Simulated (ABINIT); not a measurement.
Crystal: Mo.

```xyz
1
Lattice="-1.5838 1.5838 1.5838 1.5838 -1.5838 1.5838 1.5838 1.5838 -1.5838" Properties=species:S:1:pos:R:3 pbc="T T T"
Mo    0.0000    0.0000    0.0000
```

Base run:

| Quantity | Value |
| --- | --- |
| Program | ABINIT 10.8.3 (patched build) |
| Functional | r2SCAN |
| Potentials or basis | Ansatz PAW PBE default generated set, frozen core |
| Cutoff | 490 eV |
| k mesh | 12 × 12 × 12 |
| Occupations | fermi-dirac, width 0.05 eV |
| Spin | no spin polarisation |

Its results: band gap on the k mesh none (metal or under the smearing width); pressure -4.6 GPa.

Problem. The run is repeated on the same cell with these changes: potentials or basis from Ansatz PAW PBE default generated set, frozen core to PseudoDojo NC SR PBE v0.4.1 standard; cutoff from 490 eV to 1306 eV. What comes out?

Solution. Band gap on the k mesh none (metal or under the smearing width); pressure -5.3 GPa.

Caveats: the PAW data sets were made with another functional, which shifts forces and pressure a little (some runs); the atomic spheres overlap (some runs); a meta-GGA on potentials with a model core is unreliable (some runs); the potentials were made for another functional, which shifts forces and pressure (some runs).
